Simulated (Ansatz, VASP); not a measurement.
**One calculation of Zn, two programs**

Contents of INCAR:

```
SYSTEM = Zn
  PREC = Accurate
  ENCUT = 520
  EDIFF = 1E-6
  ISMEAR = 0
  SIGMA = 0.15
  LREAL = .False.
  LASPH = .True.
  NELM = 100
  ALGO = Fast
  ISIF = 2
  LWAVE = .False.
  LCHARG = .False.
  GGA = PS
  NBANDS = 12
```

The input KPOINTS:

```
regular mesh
0
Gamma
  22 22 22
  0 0 0
```

The input POSCAR:

```
Zn
1.0
    0.0000000000      1.8002463004      2.3403201905
    1.8002463004      0.0000000000      2.3403201905
    1.8002463004      1.8002463004      0.0000000000
Zn
1
Direct
    0.0000000000      0.0000000000      0.0000000000
```

Input for Ansatz:

```yaml
crystal:
  lattice:
    - [0.0, 1.8002463004, 2.3403201905]
    - [1.8002463004, 0.0, 2.3403201905]
    - [1.8002463004, 1.8002463004, 0.0]
  atoms:
    - { symbol: Zn, position: [0.0, 0.0, 0.0] }
basis:
  ecutwfc: 420
kpoints:
  mp_grid: { grid: [22, 22, 22] }
hamiltonian:
  xc: pbesol
scf:
  occupations: { method: gaussian, width: 0.15 }
output:
  forces: true
  stress: true
  eigenvalues: true
```

Alike in both runs: task single point; functional PBEsol; k mesh 22 × 22 × 22; occupations gaussian, width 0.15 eV; no spin polarisation.

|  | VASP | Ansatz |
| --- | --- | --- |
| version | VASP 6.6.1 | Ansatz 0.2.0 |
| potentials or method | VASP PAW PBE potentials, release 64 (Zn) | scalar-relativistic, plane waves, PAW |
| plane-wave cutoff (eV) | 520 | 420 |
| valence electrons in the cell | 12 | 12 |

|  | VASP | Ansatz | Ansatz less VASP |
| --- | --- | --- | --- |
| gap on the k mesh at the Fermi level (eV) | none | none | - |
| pressure (GPa) | -0.5 | -0.8 | -0.36 |
| largest component of the traceless stress (GPa) | 6.21 | 6.08 | -0.125 |

A gap of «none» marks a metal or a gap that the smearing closes. The functional is the same, so the differences come from potentials, cutoffs and numerics.

Caveats: the PAW data sets were made with another functional, which shifts forces and pressure a little (VASP).
